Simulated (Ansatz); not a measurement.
Piezoelectric tensor of InP at 15 GPa (stress–strain coefficients)

Method: Ansatz 0.2.0, DFT PBE, scalar-relativistic, plane waves, PAW. Settings: 420 eV plane-wave cutoff, Γ-centred 10×10×10 mesh, fixed occupations. No spin polarisation.

The cell, relaxed at 15 GPa:
```
CELL_PARAMETERS angstrom
0.00000 2.81543 2.81543
2.81543 0.00000 2.81543
2.81543 2.81543 0.00000
ATOMIC_POSITIONS crystal
In 0.00000 0.00000 0.00000
P 0.75000 0.75000 0.75000
```

The real crystal has changed phase below this pressure.

Task: Give the relaxed-ion proper piezoelectric stress tensor e_iJ (C/m², Voigt columns xx yy zz yz xz xy).

Result:
```
x    0.000  0.000  0.000 -0.368  0.000  0.000
y    0.000  0.000  0.000  0.000 -0.368  0.000
z    0.000  0.000  0.000  0.000  0.000 -0.368
```
Signs follow the orientation of the cell as given.

Task: With the elastic constants (GPa, Voigt order)
```
143.1 111.7 111.7   0.0   0.0   0.0
111.7 143.1 111.7   0.0   0.0   0.0
111.7 111.7 143.1   0.0   0.0   0.0
  0.0   0.0   0.0  39.0   0.0   0.0
  0.0   0.0   0.0   0.0  39.0   0.0
  0.0   0.0   0.0   0.0   0.0  39.0
```
find the strain coefficients d = e·C⁻¹ (pC/N).

Result:
```
x    0.0  0.0  0.0 -9.4  0.0  0.0
y    0.0  0.0  0.0  0.0 -9.4  0.0
z    0.0  0.0  0.0  0.0  0.0 -9.4
```

Cost: 1 run of about 1.8 core-minutes, on Arm Neoverse V2 (shared hosts).